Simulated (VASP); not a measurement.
# NaCl (Pm-3m) in VASP: notebook

The runs below take NaCl through single point, with PBE.

Program: VASP 6.6.1. These are calculated values, not measurements. Logs are shortened: lines on timing, memory, paths and dates and some standing lists are left out, and cuts for length are marked.

## Step 1: The undisturbed crystal

The structure is cubic, space group Pm-3m (No. 221). The conventional cell has a = 3.502 Å, b = 3.502 Å, c = 3.502 Å, α = 90.00°, β = 90.00°, γ = 90.00°. Na (site symmetry m-3m) has 8 Cl at 3.03 Å as nearest neighbours. Around Cl (site symmetry m-3m) lie 8 Na at 3.03 Å.

Measurements of this composition are mostly on another form, of space group No. 225.

## Step 2: Single point, PBE (strained and moved within the space group)

INCAR reads:

```
SYSTEM = NaCl
PREC = Accurate
ENCUT = 520
EDIFF = 1E-7
ISMEAR = 0
SIGMA = 0.02
LREAL = .False.
LASPH = .True.
NELM = 100
ALGO = Normal
ISIF = 2
LWAVE = .False.
LCHARG = .False.
GGA = PE
NBANDS = 14
```

KPOINTS reads:

```
Automatic mesh
0
Gamma
  6 6 6
  0 0 0
```

POSCAR reads:

```
NaCl
1.0
    3.6430831037      0.0000000000      0.0000000000
    0.0000000000      3.6430831037      0.0000000000
    0.0000000000      0.0000000000      3.6430831037
Na Cl
1 1
Direct
    0.0000000000      0.0000000000      0.0000000000
    0.5000000000      0.5000000000      0.5000000000
```

Potentials or basis: VASP PAW PBE potentials, release 64 (Na_pv, Cl).

Launch:

```sh
> cat potpaw_PBE.64/Na_pv/POTCAR potpaw_PBE.64/Cl/POTCAR > POTCAR
> mpirun -np 1 vasp_std > vasp.out
```

OUTCAR:

```text
SYSTEM = NaCl
   PREC = Accurate
   ENCUT = 520
   EDIFF = 1E-7
   ISMEAR = 0
   LREAL = .False.
   LASPH = .True.
   NELM = 100
   ISIF = 2
   GGA = PE

 ion  position               nearest neighbor table
   1  0.000  0.000  0.000-
   2  0.500  0.500  0.500-

  LATTYP: Found a simple cubic cell.
 ALAT       =     3.6430831037

  Lattice vectors:

 A1 = (   3.6430831037,   0.0000000000,   0.0000000000)
 A2 = (   0.0000000000,   3.6430831037,   0.0000000000)
 A3 = (   0.0000000000,   0.0000000000,   3.6430831037)

Analysis of symmetry for initial positions (statically):
=====================================================================
 Subroutine PRICEL returns:
 Original cell was already a primitive cell.

 Routine SETGRP: Setting up the symmetry group for a
 simple cubic supercell.

 Subroutine GETGRP returns: Found 48 space group operations
 (whereof 48 operations were pure point group operations)
 out of a pool of 48 trial point group operations.

The static configuration has the point symmetry O_h .

Analysis of symmetry for dynamics (positions and initial velocities):
=====================================================================
 Subroutine PRICEL returns:
 Original cell was already a primitive cell.

 Routine SETGRP: Setting up the symmetry group for a
 simple cubic supercell.

 Subroutine GETGRP returns: Found 48 space group operations
 (whereof 48 operations were pure point group operations)
 out of a pool of 48 trial point group operations.

The dynamic configuration has the point symmetry O_h .

 Subroutine INISYM returns: Found 48 space group operations
 (whereof 48 operations are pure point group operations),
 and found     1 'primitive' translations

----------------------------------------------------------------------------------------

                                     Primitive cell

  volume of cell :      48.3512

  direct lattice vectors                    reciprocal lattice vectors
     3.643083104  0.000000000  0.000000000     0.274492778  0.000000000  0.000000000
     0.000000000  3.643083104  0.000000000     0.000000000  0.274492778  0.000000000
     0.000000000  0.000000000  3.643083104     0.000000000  0.000000000  0.274492778

  length of vectors
     3.643083104  3.643083104  3.643083104     0.274492778  0.274492778  0.274492778

  position of ions in fractional coordinates (direct lattice)
     0.000000000  0.000000000  0.000000000
     0.500000000  0.500000000  0.500000000

  ion indices of the primitive-cell ions
   primitive index   ion index
                 1           1
                 2           2

----------------------------------------------------------------------------------------

 KPOINTS: Automatic mesh

Automatic generation of k-mesh.
 Grid dimensions read from file:
 generate k-points for:    6    6    6

 Generating k-lattice:

  Cartesian coordinates                     Fractional coordinates (reciprocal lattice)
     0.045748796  0.000000000  0.000000000     0.166666667  0.000000000  0.000000000
     0.000000000  0.045748796  0.000000000     0.000000000  0.166666667  0.000000000
     0.000000000  0.000000000  0.045748796     0.000000000  0.000000000  0.166666667

  Length of vectors
     0.045748796  0.045748796  0.045748796

  Shift w.r.t. Gamma in fractional coordinates (k-lattice)
     0.000000000  0.000000000  0.000000000

 Subroutine IBZKPT returns following result:
 ===========================================

 Found     20 irreducible k-points:

 Following reciprocal coordinates:
            Coordinates               Weight
  0.000000  0.000000  0.000000      1.000000
  0.166667  0.000000  0.000000      6.000000
  0.333333  0.000000  0.000000      6.000000
  0.500000  0.000000  0.000000      3.000000
  0.166667  0.166667  0.000000     12.000000
  0.333333  0.166667  0.000000     24.000000
[... 12 lines left out ...]
  0.500000  0.500000  0.333333      6.000000
  0.500000  0.500000  0.500000      1.000000
   k-points           NKPTS =     20   k-points in BZ     NKDIM =     20   number of bands    NBANDS=     14
   number of dos      NEDOS =    301   number of ions     NIONS =      2
   total plane-waves  NPLWV =  21952
   dimension x,y,z NGX =    28 NGY =   28 NGZ =   28
   dimension x,y,z NGXF=    56 NGYF=   56 NGZF=   56
   ions per type =               1   1
   NGX,Y,Z   is equivalent  to a cutoff of  12.78, 12.78, 12.78 a.u.
   NGXF,Y,Z  is equivalent  to a cutoff of  25.55, 25.55, 25.55 a.u.
 SYSTEM =  NaCl
   PREC   = accura    normal or accurate (medium, high low for compatibility)
   ISTART =      0    job   : 0-new  1-cont  2-samecut
   ICHARG =      2    charge: 1-file 2-atom 10-const
   ISPIN  =      1    spin polarized calculation?
   LNONCOLLINEAR =      F non collinear calculations
   LSORBIT =      F    spin-orbit coupling
   LASPH  =      T    aspherical Exc in radial PAW
   ENCUT  =  520.0 eV  38.22 Ry    6.18 a.u.   6.77  6.77  6.77*2*pi/ulx,y,z
   NELM   =    100;   NELMIN=  2; NELMDL= -5     # of ELM steps
   EDIFF  = 0.1E-06   stopping-criterion for ELM
   LREAL  =      F    real-space projection
   EDIFFG = 0.1E-05   stopping-criterion for IOM
   NSW    =      0    number of steps for IOM
   IBRION =     -1    ionic relax: 0-MD 1-quasi-New 2-CG
   NFREE  =      0    steps in history (QN), initial steepest desc. (CG)
   ISIF   =      2    stress and relaxation
   ISYM   =      2    0-nonsym 1-usesym 2-fastsym
   POTIM  = 0.5000    time-step for ionic-motion
   TEBEG  =    0.0;   TEEND  =   0.0 temperature during run
   PSTRESS=    0.0 pullay stress
   NELECT =      14.0000    total number of electrons
   NUPDOWN=      -1.0000    fix difference up-down
   EMIN   =  10.00;   EMAX   =-10.00  energy-range for DOS
   EFERMI =   0.00;   METHOD = LEGACY
   ISMEAR =     0;   SIGMA  =   0.02  broadening in eV -4-tet -1-fermi 0-gaus
   EFERMI_NEDOS =   21; number of points for ismear=-14 and -15
   IALGO  =     38    algorithm
   IMIX   =      4    mixing-type and parameters
     AMIX     =   0.40;   BMIX     =  1.00
     AMIX_MAG =   1.60;   BMIX_MAG =  1.00
  volume/ion in A,a.u.               =      24.18       163.14
  Fermi-wavevector in a.u.,A,eV,Ry     =   1.083050  2.046667 15.959592  1.172997
  Thomas-Fermi vector in A             =   2.219106
   LORBIT       =      0    0 simple, 1 ext, 2 COOP (PROOUT), +10 PAW based schemes
   GGA     = PE    functional components
   LHFCALC =     F    Hartree Fock is set to
   AEXX    =    0.0000 exact exchange contribution
   IVDW    =     0    specifies the selected vdW correction
   LEPSILON=     F    determine dielectric tensor
   LRPA    =     F    only Hartree local field effects (RPA)
 non-spin polarized calculation
 Gauss-broadening in eV      SIGMA  =   0.02
  energy-cutoff  :      520.00
  volume of cell :       48.35
 maximum number of plane-waves:      1328
 NGX is ok and might be reduce to    28
   NGX = 13   NGY = 13   NGZ = 13

 number of electron      14.0000018 magnetization

 Free energy of the ion-electron system (eV)
  ---------------------------------------------------
  ext. energy  EPLUGINS =         0.00000000
  ---------------------------------------------------
  free energy    TOTEN  =        -6.42772911 eV

  energy without entropy =       -6.42772911  energy(sigma->0) =       -6.42772911

 E-fermi :  -0.1529     XC(G=0):  -7.9329

 val. band max:       -0.3280784436   @ k =   0.5000   0.5000   0.0000
 cond. band min:       3.2916554420   @ k =   0.0000   0.0000   0.0000
 fundamental gap:      3.6197338856
 Fermi energy:        -0.1528872301

 k-point     1 :       0.0000    0.0000    0.0000
  band No.  band energies     occupation
      1     -22.5611      2.00000
      2     -22.5611      2.00000
      3     -22.5611      2.00000
      4     -13.3390      2.00000
      5      -0.7308      2.00000
      6      -0.7308      2.00000
      7      -0.7308      2.00000
      8       3.2917      0.00000
      9       8.3327      0.00000
     10       8.3327      0.00000
     11      14.2768      0.00000
     12      14.2768      0.00000
     13      14.2768      0.00000
     14      15.1554      0.00000

 k-point     2 :       0.1667    0.0000    0.0000
  band No.  band energies     occupation
      1     -22.5674      2.00000
      2     -22.5606      2.00000
      3     -22.5606      2.00000
      4     -13.2777      2.00000
      5      -1.3912      2.00000
      6      -0.6832      2.00000
      7      -0.6832      2.00000
      8       3.9622      0.00000
      9       8.6165      0.00000
     10       8.6486      0.00000
     11      12.9702      0.00000
     12      12.9702      0.00000
     13      13.8387      0.00000
     14      15.3512      0.00000

 k-point     3 :       0.3333    0.0000    0.0000
  band No.  band energies     occupation
      1     -22.5799      2.00000
      2     -22.5595      2.00000
      3     -22.5595      2.00000
      4     -13.1497      2.00000
      5      -2.3772      2.00000
      6      -0.5847      2.00000
      7      -0.5847      2.00000
      8       5.2212      0.00000
      9       8.3633      0.00000
     10       9.4200      0.00000
     11      11.6784      0.00000
     12      11.6784      0.00000
     13      13.6344      0.00000
     14      14.8156      0.00000
[... 256 lines left out ...]
 k-point    19 :       0.5000    0.5000    0.3333
  band No.  band energies     occupation
      1     -22.5792      2.00000
      2     -22.5792      2.00000
      3     -22.5730      2.00000
      4     -12.7371      2.00000
      5      -1.9414      2.00000
      6      -1.9414      2.00000
      7      -1.5134      2.00000
      8       6.2031      0.00000
      9       7.3007      0.00000
     10       7.3007      0.00000
     11      11.4871      0.00000
     12      12.7102      0.00000
     13      14.1385      0.00000
     14      14.1385      0.00000

 k-point    20 :       0.5000    0.5000    0.5000
  band No.  band energies     occupation
      1     -22.5784      2.00000
      2     -22.5784      2.00000
      3     -22.5784      2.00000
      4     -12.6859      2.00000
      5      -1.8438      2.00000
      6      -1.8438      2.00000
      7      -1.8438      2.00000
      8       6.7590      0.00000
      9       6.7590      0.00000
     10       6.7590      0.00000
     11      10.3921      0.00000
     12      14.4589      0.00000
     13      14.4589      0.00000
     14      14.4589      0.00000

------------------------ aborting loop because EDIFF is reached ----------------------------------------

  FORCE on cell =-STRESS in cart. coord.  units (eV):
  Direction    XX          YY          ZZ          XY          YZ          ZX
  --------------------------------------------------------------------------------------
  -------------------------------------------------------------------------------------
  Total       -0.6947592     -0.6947592     -0.6947592      0.0000000      0.0000000     -0.0000000
  in kB      -23.0217151    -23.0217151    -23.0217151      0.0000000      0.0000000     -0.0000000
  external PRESSURE =     -23.0217151 kB  Pullay stress =       0.0000000 kB

 VOLUME and BASIS-vectors are now :
 -----------------------------------------------------------------------------
  energy-cutoff  :      520.00
  volume of cell :       48.35
      direct lattice vectors                 reciprocal lattice vectors
     3.643083104  0.000000000  0.000000000     0.274492778  0.000000000  0.000000000
     0.000000000  3.643083104  0.000000000     0.000000000  0.274492778  0.000000000
     0.000000000  0.000000000  3.643083104     0.000000000  0.000000000  0.274492778

 POSITION                                       TOTAL-FORCE (eV/Angst)
 -----------------------------------------------------------------------------------
      0.00000      0.00000      0.00000         0.000000      0.000000      0.000000
      1.82154      1.82154      1.82154         0.000000      0.000000      0.000000
 -----------------------------------------------------------------------------------
    total drift:                               -0.000000      0.000000      0.000000

  FREE ENERGIE OF THE ION-ELECTRON SYSTEM (eV)
  ---------------------------------------------------
  free  energy   TOTEN  =        -6.4277291122 eV

  energy  without entropy=       -6.4277291122  energy(sigma->0) =       -6.42772911
```

It took 6.8 s on 1 thread of Intel Xeon 6975P-C (Granite Rapids), shared host; peak memory 0.15 GiB.

Results:

```yaml
Free_energy: -6.4277 eV
Pressure: -2.3 GPa
Band_gap_on_the_k_mesh: 3.62 eV, indirect (least direct gap 4.02 eV)
```

## Step 3: Single point, PBE (one atom moved)

INCAR reads:

```
SYSTEM = NaCl
PREC = Accurate
ENCUT = 520
EDIFF = 1E-6
ISMEAR = 0
SIGMA = 0.02
LREAL = .FALSE.
LASPH = .TRUE.
NELM = 100
ALGO = Normal
ISIF = 2
LWAVE = .FALSE.
LCHARG = .FALSE.
GGA = PE
NBANDS = 14
```

KPOINTS reads:

```
regular mesh
0
G
  6 6 6
  0 0 0
```

POSCAR reads:

```
NaCl
1.0
    3.5021900000      0.0000000000      0.0000000000
    0.0000000000      3.5021900000      0.0000000000
    0.0000000000      0.0000000000      3.5021900000
Na Cl
1 1
Direct
    0.0000000000      0.0000000000      0.0000000000
    0.4891582124      0.5124779067      0.5196762597
```

Potentials or basis: VASP PAW PBE potentials, release 64 (Na_pv, Cl).

Launch:

```sh
> cat potpaw_PBE.64/Na_pv/POTCAR potpaw_PBE.64/Cl/POTCAR > POTCAR
> mpirun -np 1 vasp_std > vasp.out
```

It took 22 s on 1 thread of Intel Xeon 6975P-C (Granite Rapids), shared host; peak memory 0.18 GiB.

Results (log left out):

- Free energy: -6.4670 eV
- Pressure: 0.1 GPa
- Largest force: 0.032 eV/Å
- Band gap on the k mesh: 3.98 eV, indirect (least direct gap 4.47 eV)

Forces in eV/Å, atoms in the order of the input:
```
Na  -0.014  0.016  0.024
Cl   0.014 -0.016 -0.024
```

Levels at points of the mesh, in eV from the valence-band top:
| k point | band 3 | band 4 | band 5 | band 6 | band 7 | band 8 | band 9 | band 10 | band 11 | band 12 |
| --- | --- | --- | --- | --- | --- | --- | --- | --- | --- | --- |
| (0.00, 0.00, 0.00) | -22.07 | -13.38 | -0.49 | -0.49 | -0.49 | 3.98 | 8.58 | 8.59 | 15.67 | 15.68 |
| (0.50, 0.00, 0.00) | -22.06 | -13.02 | -2.94 | -0.26 | -0.25 | 6.93 | 8.56 | 10.51 | 11.82 | 11.86 |
| (0.00, 0.50, 0.00) | -22.06 | -13.02 | -2.94 | -0.26 | -0.25 | 6.93 | 8.56 | 10.51 | 11.83 | 11.86 |
| (0.00, 0.00, 0.50) | -22.06 | -13.02 | -2.94 | -0.26 | -0.26 | 6.93 | 8.56 | 10.50 | 11.83 | 11.86 |
| (0.50, 0.50, 0.00) | -22.06 | -12.75 | -2.26 | -2.26 | 0.00 | 5.55 | 9.89 | 11.03 | 11.03 | 12.61 |
| (0.00, 0.50, 0.50) | -22.06 | -12.75 | -2.26 | -2.26 | 0.00 | 5.54 | 9.89 | 11.03 | 11.04 | 12.61 |
| (0.50, 0.00, 0.50) | -22.06 | -12.75 | -2.26 | -2.26 | 0.00 | 5.54 | 9.89 | 11.03 | 11.04 | 12.61 |
| (0.50, 0.50, 0.50) | -22.09 | -12.48 | -1.84 | -1.84 | -1.84 | 7.12 | 7.13 | 7.13 | 11.64 | 15.89 |

## Step 4: Single point, PBE (one atom moved)

INCAR reads:

```
PREC = Accurate
ENCUT = 520
EDIFF = 1E-6
ISMEAR = 0
SIGMA = 0.02
LREAL = False
LASPH = True
NELM = 100
ALGO = Normal
ISIF = 2
LWAVE = False
LCHARG = False
GGA = PE
NBANDS = 14
```

KPOINTS reads:

```
Automatic mesh
0
Gamma
  6 6 6
```

POSCAR reads:

```
NaCl
1.0
    3.5021900000      0.0000000000      0.0000000000
    0.0000000000      3.5021900000      0.0000000000
    0.0000000000      0.0000000000      3.5021900000
Na Cl
1 1
Direct
    0.0000000000      0.0428303433      0.0000000000
    0.5000000000      0.5000000000      0.5000000000
```

Potentials or basis: VASP PAW PBE potentials, release 64 (Na_pv, Cl).

Launch:

```sh
> cat potpaw_PBE.64/Na_pv/POTCAR potpaw_PBE.64/Cl/POTCAR > POTCAR
> mpirun -np 1 vasp_std > vasp.out
```

OUTCAR:

```text
PREC = Accurate
   ENCUT = 520
   EDIFF = 1E-6
   ISMEAR = 0
   LREAL = False
   LASPH = True
   NELM = 100
   ISIF = 2
   GGA = PE

 ion  position               nearest neighbor table
   1  0.000  0.043  0.000-
   2  0.500  0.500  0.500-

  LATTYP: Found a simple cubic cell.
 ALAT       =     3.5021900000

  Lattice vectors:

 A1 = (   3.5021900000,   0.0000000000,   0.0000000000)
 A2 = (   0.0000000000,   3.5021900000,   0.0000000000)
[... 593 lines left out ...]
 [... further k-points ...]

------------------------ aborting loop because EDIFF is reached ----------------------------------------

  FORCE on cell =-STRESS in cart. coord.  units (eV):
  Direction    XX          YY          ZZ          XY          YZ          ZX
  --------------------------------------------------------------------------------------
  -------------------------------------------------------------------------------------
  Total        0.0609861      0.0675125      0.0609861      0.0000000      0.0000000     -0.0000000
  in kB        2.2746890      2.5181171      2.2746890      0.0000000      0.0000000     -0.0000000
  external PRESSURE =       2.3558317 kB  Pullay stress =       0.0000000 kB

 VOLUME and BASIS-vectors are now :
 -----------------------------------------------------------------------------
  energy-cutoff  :      520.00
  volume of cell :       42.96
      direct lattice vectors                 reciprocal lattice vectors
     3.502190000  0.000000000  0.000000000     0.285535622  0.000000000  0.000000000
     0.000000000  3.502190000  0.000000000     0.000000000  0.285535622  0.000000000
     0.000000000  0.000000000  3.502190000     0.000000000  0.000000000  0.285535622

 POSITION                                       TOTAL-FORCE (eV/Angst)
 -----------------------------------------------------------------------------------
      0.00000      0.15000      0.00000         0.000000     -0.051643     -0.000000
      1.75110      1.75110      1.75110        -0.000000      0.051643      0.000000
 -----------------------------------------------------------------------------------
    total drift:                               -0.000000      0.000354     -0.000003

  FREE ENERGIE OF THE ION-ELECTRON SYSTEM (eV)
  ---------------------------------------------------
  free  energy   TOTEN  =        -6.4646059912 eV

  energy  without entropy=       -6.4646059912  energy(sigma->0) =       -6.46460599
```

OSZICAR:

```text
N       E                     dE             d eps       ncg     rms          rms(c)
DAV:   1     0.913616135730E+02    0.91362E+02   -0.62508E+03  1120   0.110E+03
DAV:   2     0.705081332133E+00   -0.90657E+02   -0.82176E+02  1268   0.257E+02
DAV:   3    -0.661659151747E+01   -0.73217E+01   -0.72770E+01  1438   0.673E+01
DAV:   4    -0.672126144148E+01   -0.10467E+00   -0.10464E+00  1312   0.874E+00
DAV:   5    -0.672344707550E+01   -0.21856E-02   -0.21856E-02  1486   0.130E+00    0.230E+00
DAV:   6    -0.649432436631E+01    0.22912E+00   -0.31466E-01  1408   0.343E+00    0.164E+00
DAV:   7    -0.646446398512E+01    0.29860E-01   -0.92678E-02  1582   0.182E+00    0.114E+00
DAV:   8    -0.646474615251E+01   -0.28217E-03   -0.11068E-02  1150   0.940E-01    0.408E-01
DAV:   9    -0.646452073107E+01    0.22542E-03   -0.47071E-04  1474   0.160E-01    0.187E-01
DAV:  10    -0.646460973930E+01   -0.89008E-04   -0.24635E-04  1192   0.115E-01    0.349E-02
DAV:  11    -0.646460603302E+01    0.37063E-05   -0.10931E-05  1456   0.293E-02    0.116E-02
DAV:  12    -0.646460599125E+01    0.41774E-07   -0.19319E-06  1204   0.111E-02
   1 F= -.64646060E+01 E0= -.64646060E+01  d E =-.288296E-23
```

stdout:

```text
POSCAR found type information on POSCAR NaCl
 POSCAR found :  2 types and       2 ions
 scaLAPACK will be used
 LDA part: xc-table for (Slater+PW92), standard interpolation
 POSCAR, INCAR and KPOINTS ok, starting setup
 FFT: planning ... GRIDC
 FFT: planning ... GRID_SOFT
 FFT: planning ... GRID
 WAVECAR not read
 entering main loop
```

It took 8.8 s on 1 thread of Intel Xeon 6975P-C (Granite Rapids), shared host; peak memory 0.16 GiB.

Results:

```
Free energy            : -6.4646 eV
Pressure               : 0.2 GPa
Largest force          : 0.052 eV/Å
Band gap on the k mesh : 3.98 eV, indirect (least direct gap 4.47 eV)
```

Forces in eV/Å, atoms in the order of the input:
```
Na   0.000 -0.052  0.000
Cl   0.000  0.052  0.000
```

A k mesh can miss the band edges.
